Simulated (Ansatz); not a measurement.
# Two Ansatz runs on CaS

The cell is COD entry 1011236, as deposited and not checked against the literature; nothing was relaxed. It is an old determination, and later ones may differ. The listed cell was then made from it by scaling, straining or moving an atom.

First run: DFT, PBE, all-electron LAPW, scalar-relativistic (Ansatz 0.2.0).

Command: `ansatz run input.yaml --threads 1 --pin off --max-ram 2048MiB --backend cpu --events-out ev --progress --plain --runs-dir out` The run took 2.7 s on 1 thread of Intel(R) Xeon(R) Platinum 8488C (Sapphire Rapids) (shared host).

```yaml
crystal:
  lattice:
    - [0.0, 2.7948042486, 2.7948042486]
    - [2.7948042486, 0.0, 2.7948042486]
    - [2.7948042486, 2.7948042486, 0.0]
  atoms:
    - { symbol: Ca, position: [0.0, 0.0, 0.0] }
    - { symbol: S, position: [0.5, 0.5, 0.5] }
kpoints:
  mp_grid: { grid: [7, 7, 7] }
scf:
  occupations: { method: fermi_dirac, width: 0.01 }
hamiltonian:
  xc: pbe
  pseudopotentials: { kind: all_electron, lapw: { basis_error: 0.00025 } }
output:
  forces: true
  stress: true
  eigenvalues: true
```

Result: converged; pressure 4.22 GPa; gap on the k mesh 2.30 eV (the mesh can miss the band edges); 7 SCF iterations.

The input is then changed:

```diff
@@ -11,4 +11,5 @@
 scf:
   occupations: { method: fermi_dirac, width: 0.01 }
+  mixing: { preconditioner: none }
 hamiltonian:
   xc: pbe
```

Question: Predict the outcome of the changed run.

Answer: It converged; energy at zero smearing 0.0 meV/atom from the first run; pressure 4.22 GPa; gap on the k mesh 2.30 eV (the mesh can miss the band edges); 7 SCF iterations.

The results part of its log:

```
SCF 1 converged in 7 iterations: F = -29381.448458 eV  dr2 = 6.17e-10
SCF converged after 7 iterations
Free energy (F): -29381.448458 eV
Harris-Foulkes:  -29381.448458 eV  (|F-HF|=2.70e-9)
Internal energy: -29381.448458 eV  (E = F + TS)
E sigma→0 (E₀):  -29381.448458 eV
Fermi energy:    8.377337 eV
--- Per-component energies (eV) ---
  E_band       = -3266.857153
  E_kinetic    = 29575.929880
  E_xc         = -1685.030989
  E_electrostatic = -57272.347348  (all electrons and nuclei)
  E_smearing   = -0.000000  (= −TS)
  E_closure    = 0.000000  (closes the sum)
  E_atoms      = -29371.143029  (free atoms, spherical and without spin; not in F)
  Σ components = -29381.448458   (vs F -29381.448458, Δ=0.00e0)
  Basis errors (estimates in eV, not in F): energy 1.4e-4 per atom: plane waves 1.2e-4 (6.3e-5 summed), levels above the bands 2.2e-160, relativity 3.5e-9, radial functions 1.2e-5, core shells 3.7e-8; eigenvalues (radial functions only) 3.9e-7; not estimated: angular momenta, meshes, grids; target (lapw.basis_error) 2.5e-4; muffin-tin radii S 1.328 Å, Ca 1.466 Å
--- Forces (eV/Å), atoms counted from 1 ---
  atom   1  Ca    -0.00000000     0.00000000     0.00000000
  atom   2  S      0.00000000     0.00000000     0.00000000
  max |Σ_I F_I| component: 3.94e-31 eV/Å
--- Stress (GPa, compression-positive) ---
        4.216161      -0.000000       0.000000
       -0.000000       4.216161       0.000000
        0.000000       0.000000       4.216161
  P = ⅓ Tr σ = 4.2162 GPa (42.162 kbar)
--- Band table (eV; the first three rows and the last of 20) ---
  k-point 0: bands = ["-319.0682", "-319.0682", "-319.0682", "-196.2499", "-141.0144", "-141.0144", "-141.0144", "-31.7904", "-12.7734", "-12.7734", "-12.7734", "-4.2773", "7.2328", "7.2328", "7.2328", "11.3808", "11.3808", "11.3808", "11.7493"]
  k-point 1: bands = ["-319.0682", "-319.0682", "-319.0682", "-196.2499", "-141.0144", "-141.0144", "-141.0144", "-31.7876", "-12.8153", "-12.7764", "-12.7764", "-4.1181", "6.3698", "6.9159", "6.9159", "11.4259", "11.6955", "11.6955", "12.5955"]
  k-point 2: bands = ["-319.0682", "-319.0682", "-319.0682", "-196.2499", "-141.0144", "-141.0144", "-141.0144", "-31.7811", "-12.9069", "-12.7832", "-12.7832", "-3.7362", "4.9798", "6.3629", "6.3629", "11.6580", "12.4782", "12.4782", "13.9408"]
  k-point 19: bands = ["-319.0682", "-319.0682", "-319.0682", "-196.2499", "-141.0144", "-141.0144", "-141.0144", "-31.7707", "-12.8900", "-12.8877", "-12.8298", "-3.4447", "5.1535", "5.2485", "5.8546", "11.6618", "12.6802", "13.5989", "13.9880"]
```
